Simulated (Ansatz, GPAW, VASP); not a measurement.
**InP: programs and potentials compared**

```
CELL_PARAMETERS angstrom
0.00000 2.93050 2.93050
2.93050 0.00000 2.93050
2.93050 2.93050 0.00000
ATOMIC_POSITIONS crystal
In 0.00000 0.00000 0.00000
P 0.75000 0.75000 0.75000
```

Alike in all runs: task single point; functional PBE; k mesh 8 × 8 × 8; occupations gaussian, width 0.03 eV; no spin polarisation; no spin-orbit coupling. Pressure is positive in compression and, in plane waves, holds the error of the finite cutoff, which Ansatz's Pulay term estimates and takes out.

```csv
program and potentials,plane-wave cutoff (eV),notes,band gap (eV),pressure (GPa)
"Ansatz, Ansatz PAW",420,Pulay term of +0.04 GPa included,0.72,3.34
"VASP, PBE PAW files In_d, P, 520 eV",520,-,?,?
"GPAW, GPAW PAW data sets (gpaw-data 1.2.1)",600,-,0.71,3.04
```

Problem. Estimate from the other rows what the run with VASP, PBE PAW files In_d, P, 520 eV gave.

Solution. Band gap 0.71 eV; pressure 3.35 GPa. The other rows, which needn't bracket it: band gap 0.71 to 0.72; pressure 3.04 to 3.34.
